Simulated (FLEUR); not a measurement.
Crystal: KTaO3.

```xyz
5
Lattice="3.9883 0.0000 0.0000 0.0000 3.9883 0.0000 0.0000 0.0000 3.9883" Properties=species:S:1:pos:R:3 pbc="T T T"
Ta    0.0000    0.0000    0.0000
K     1.9942    1.9942    1.9942
O     0.0000    0.0000    1.9942
O     0.0000    1.9942    0.0000
O     1.9942    0.0000    0.0000
```

Base run:

- Program: FLEUR MaX-R8.1 (later development tree)
- Functional: LDA
- Potentials or basis: all-electron
- Basis: FLAPW
- Kmax: 5.41 1/bohr
- k mesh: 7 × 7 × 7
- Occupations: fermi-dirac, width 0.05 eV
- Spin: no spin polarisation

Its results: band gap on the k mesh 2.14 eV, indirect (least direct gap 2.68 eV).

The run is repeated on the same cell with these changes: functional from LDA to PBE. What comes out?

Band gap on the k mesh 2.29 eV, indirect (least direct gap 2.83 eV).

Caveats: spin-orbit coupling is left out, which moves the levels of the heavy elements.

A k mesh can miss the band edges.

Not every run made on this cell is shown here.
